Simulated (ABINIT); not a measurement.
Crystal: GaAs.

```
As Ga
1.0
     0.00000    2.82685    2.82685
     2.82685    0.00000    2.82685
     2.82685    2.82685    0.00000
As Ga
1 1
Direct
  0.75000 0.75000 0.75000
  0.00000 0.00000 0.00000
```

Base run:

- Program: ABINIT 10.8.3 (patched build)
- Functional: r2SCAN
- Potentials or basis: PseudoDojo NC SR PBE v0.4.1 standard
- Cutoff: 1361 eV
- k mesh: 8 × 8 × 8
- Occupations: fermi-dirac, width 0.05 eV
- Spin: no spin polarisation

Its results: band gap on the k mesh 0.71 eV, direct; pressure -0.5 GPa.

Question: The run is repeated on the same cell with these changes: potentials or basis from PseudoDojo NC SR PBE v0.4.1 standard to Ansatz PAW PBE default generated set, frozen core; cutoff from 1361 eV to 490 eV. What comes out?

Answer: Band gap on the k mesh 1.01 eV, direct; pressure 0.4 GPa.

Caveats: a meta-GGA on potentials with a model core is unreliable (some runs); the potentials were made for another functional, which shifts forces and pressure (some runs); the PAW data sets were made with another functional, which shifts forces and pressure a little (some runs); the atomic spheres overlap (some runs).

A k mesh can miss the band edges.
